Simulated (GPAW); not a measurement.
Something may be wrong with this GPAW 26.7.0 calculation of NaCl.

File run.py:

```python
from ase import Atoms
from ase.dft.bandgap import bandgap
from ase.io import write
from ase.units import GPa
from gpaw import GPAW, PW

atoms = Atoms(['Cl', 'Na'],
              cell=[[3.50219, 0.0, 0.0],
                    [0.0, 3.50219, 0.0],
                    [0.0, 0.0, 3.50219]],
              scaled_positions=[[0.5, 0.5, 0.5],
                                [0.0, 0.0, 0.0]],
              pbc=True)

calc = GPAW(mode=PW(800),
            xc='PBE',
            kpts={'size': (8, 8, 8), 'gamma': True},
            occupations={'name': 'fermi-dirac', 'width': 0.05},
            nbands=15,
            convergence={'density': 1e-05, 'forces': 0.0001},
            mixer={'backend': 'pulay', 'beta': 1.2, 'nmaxold': 1, 'weight': 1.0},
            maxiter=50,
            txt='gpaw.txt')
atoms.calc = calc
energy = atoms.get_potential_energy()
forces = atoms.get_forces()
stress = atoms.get_stress()
calc.write('gs.gpw')
write('result.traj', atoms)
print(f'Energy: {energy:.6f} eV')
print('Forces (eV/A):')
print(forces.round(4))
print('Stress (GPa):', (stress / GPa).round(3))
print('Fermi level:', round(calc.get_fermi_level(), 4), 'eV')
print(f'Gap: {bandgap(calc)[0]:.4f} eV, direct: {bandgap(calc, direct=True)[0]:.4f} eV')
```

Potentials or basis: GPAW PAW data sets (gpaw-data 1.2.1), pw.

The run is started by

```bash
$ OMP_NUM_THREADS=1 python run.py
```

gpaw.txt:

```text
__  _  _
 | _ |_)|_||  |
 |__||  | ||/\| - 26.7.0

Input parameters:
  mode=PW(ecut=800.0),
  convergence={'density': 1e-05, 'forces': 0.0001},
  kpts=MonkhorstPack(size=(8, 8, 8), gamma=True),
  maxiter=50,
  mixer=Pulay(name='pulay', nmaxold=1, beta=1.2, weight=1.0, sigma=0.015, g_ss=None),
  nbands=15,
  occupations=Occupations(name='fermi-dirac', width=0.05),
  xc=XC(name='PBE')

Diagonalizing LCAO Hamiltonian
Converting LCAO to pw mode
   .--------.
  /|        |
 * |        |
 | |   Cl   |
 | .--------.
 |/        /
 Na-------*

Atoms  # Å, Bohr magnetons
|   | symbol |        x |        y |        z |    initial magnetic moments |
[... 184 lines left out ...]
- Maximum change in the atomic [forces] across last 2 cycles: 0.0001 eV/Ang OR
Maximum error relative to the maximum force is below inf
- Maximum [total energy] change in last 3 cyles: 0.0005 eV / valence electron
- Maximum integral of absolute [eigenst]ate change: 4e-08 eV^2 / valence electron
maximum number of iterations: 50

SCF iterations
|iter     | |      energy | eigst |  dens |force |
|---------|-|-------------|-------|-------|------|
|iter:   1| |   -6.578083 | -0.74 |       |      |
|iter:   2| |   -6.739598 | -1.57 | -1.32 |      |
|iter:   3| |   -7.169368 | -0.93 | -1.27 |      |
|iter:   4| |   -8.172641 | -0.72 | -1.08 |      |
|iter:   5| |  -10.998296 | +0.02 | -0.87 |      |
|iter:   6| |  -16.772670 | -0.10 | -0.69 |      |
|iter:   7| |  -34.414308 | +1.07 | -0.47 |      |
|iter:   8| |  -55.139063 | +0.53 | -0.33 |      |
|iter:   9| | -149.662748 | +2.06 | -0.13 |      |
|iter:  10| |-1660.067855 | +2.77 | +0.19 |      |
|iter:  11| |-1303.567120 | +3.12 | +0.34 |      |
|iter:  12| |-1573.215883 | +4.37 | +0.37 |      |
|iter:  13| |-1334.452681 | +3.11 | +0.38 |      |
|iter:  14| |-1527.276029 | +4.20 | +0.38 |      |
|iter:  15| |-1353.741995 | +3.12 | +0.38 |      |
|iter:  16| |-1507.578197 | +4.26 | +0.38 |      |
|iter:  17| |-1313.139265 | +3.09 | +0.38 |      |
|iter:  18| |-1502.060717 | +4.20 | +0.38 |      |
[... 22 lines left out ...]
|iter:  41| |-1308.413424 | +3.12 | +0.38 |      |
|iter:  42| |-1493.217459 | +4.13 | +0.38 |      |
|iter:  43| |-1326.364932 | +3.12 | +0.38 |      |
|iter:  44| |-1507.082124 | +4.22 | +0.38 |      |
|iter:  45| |-1322.513816 | +3.11 | +0.38 |      |
|iter:  46| |-1489.254240 | +4.19 | +0.38 |      |
|iter:  47| |-1309.958561 | +3.13 | +0.38 |      |
|iter:  48| |-1504.842366 | +4.12 | +0.38 |      |
|iter:  49| |-1326.762852 | +3.13 | +0.38 |      |
|iter:  50| |-1503.115799 | +4.17 | +0.38 |      |
```

On the terminal:

```text
gpaw.KohnShamConvergenceError
```

Diagnose the run.

No converged result was reached. The input holds a flaw that was put in on purpose: density mixing far too strong (mixer = backend pulay, beta 1.2, nmaxold 1, weight 1.0).
